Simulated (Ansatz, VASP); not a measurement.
Ir in VASP and in Ansatz

Contents of INCAR:

```
SYSTEM = Ir
PREC = Accurate ; ENCUT = 520
EDIFF = 1E-6 ; ISMEAR = 0
SIGMA = 0.15 ; LREAL = .FALSE.
LASPH = .TRUE. ; NELM = 60
ALGO = Fast ; ISIF = 2
LWAVE = .FALSE. ; LCHARG = .FALSE.
NBANDS = 16
```

Contents of KPOINTS:

```
regular mesh
0
G
  21 21 12
  0 0 0
```

Contents of POSCAR:

```
Ir
1.0
    2.7052421934      0.0000000000      0.0000000000
   -1.3526210967      2.3428084629      0.0000000000
    0.0000000000      0.0000000000      4.3862377053
Ir
2
Direct
    0.6666666667      0.3333333333      0.7500000000
    0.3333333333      0.6666666667      0.2500000000
```

Input for Ansatz:

```yaml
crystal:
  lattice:
    - [2.7052421934, 0.0, 0.0]
    - [-1.3526210967, 2.3428084629, 0.0]
    - [0.0, 0.0, 4.3862377053]
  atoms:
    - { symbol: Ir, position: [0.6666666667, 0.3333333333, 0.75] }
    - { symbol: Ir, position: [0.3333333333, 0.6666666667, 0.25] }
basis:
  ecutwfc: 420
kpoints:
  mp_grid: { grid: [21, 21, 12] }
hamiltonian:
  xc: lda
  pseudopotentials: { kind: paw, azcp: { folder: soft_1 } }
scf:
  occupations: { method: gaussian, width: 0.15 }
  lower_state_search: "off"
output:
  forces: true
  stress: true
  eigenvalues: true
```

Alike in both runs: task single point; functional LDA; k mesh 21 × 21 × 12; occupations gaussian, width 0.15 eV; no spin polarisation.

|  | VASP | Ansatz |
| --- | --- | --- |
| version | VASP 6.6.1 | Ansatz 0.2.0 |
| potentials or method | VASP PAW LDA potentials, release 64 (Ir) | scalar-relativistic, plane waves, PAW |
| plane-wave cutoff (eV) | 520 | 420 |
| valence electrons in the cell | 18 | 34 |

Ansatz gave:

```
gap on the k mesh at the Fermi level (eV)       : none
pressure (GPa)                                  : 0.1
largest component of the traceless stress (GPa) : 0.30
```

Q: What did VASP give for the same quantities?

A: gap on the k mesh at the Fermi level (eV): none; pressure (GPa): 2.7; largest component of the traceless stress (GPa): 0.30.

A gap of «none» marks a metal or a gap that the smearing closes. The two sets of potentials don't hold the same shells in valence. Ansatz warned: «pseudo_functional_mismatch».

The runs have no spin-orbit coupling, so splittings on Ir are missing.
